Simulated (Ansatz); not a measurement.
C: random displacements

All numbers below come from DFT LDA, scalar-relativistic, plane waves, PAW (Ansatz 0.2.0). Settings: plane waves to 420 eV, k-mesh 10×10×10 (Γ-centred), Gaussian smearing 0.03 eV. No spin polarisation. Energies are free energies at this smearing, counted from the undisturbed cell; pressure is positive in compression.

The starting cell (relaxed at this level; this form isn't the usual structure):

```
C
1.0
     0.00000   -4.23330    0.00000
    -2.44557   -2.11665   -3.35975
     2.44557   -2.11665   -3.35975
C
8
Direct
  0.83329 0.50000 0.50000
  0.83329 0.00000 0.00000
  0.33329 0.75000 0.25000
  0.33329 0.25000 0.75000
  0.16671 0.50000 0.50000
  0.16671 0.00000 0.00000
  0.66671 0.75000 0.25000
  0.66671 0.25000 0.75000
```

The cell holds layers and no dispersion correction was added, so their binding is poorly described.

The atoms are displaced (Å, in the unstrained cell):

| atom | ux | uy | uz |
| --- | --- | --- | --- |
| C1 | 0.017 | 0.050 | 0.000 |
| C2 | -0.019 | 0.044 | 0.010 |
| C3 | -0.022 | -0.043 | -0.005 |
| C4 | 0.012 | -0.036 | -0.037 |
| C5 | 0.021 | 0.018 | -0.004 |
| C6 | -0.005 | 0.029 | -0.021 |
| C7 | -0.005 | -0.033 | 0.030 |
| C8 | 0.001 | -0.027 | 0.027 |

Strain (Voigt, engineering shear): (0.0035, 0.0067, 0.0022, 0.0037, -0.0032, -0.0110).

Question: What are the energy change, the stress and the forces?

Answer: ΔE = 66.0 meV/atom; stress (xx, yy, zz, yz, xz, xy; compression positive) (-0.87, -8.61, -0.13, 0.11, 0.13, 4.75) GPa.
```tsv
atom	Fx (eV/Å)	Fy	Fz
C1	-1.48	-4.09	0.24
C2	1.16	-3.68	0.00
C3	1.33	3.08	0.18
C4	-0.58	2.71	0.63
C5	-1.00	-1.45	-0.18
C6	0.14	-1.85	0.12
C7	0.16	2.37	-0.41
C8	0.27	2.91	-0.57
```

Cost: 1 run of about 1.5 core-minutes, on Intel Xeon Processor @ 2.70GHz (shared hosts).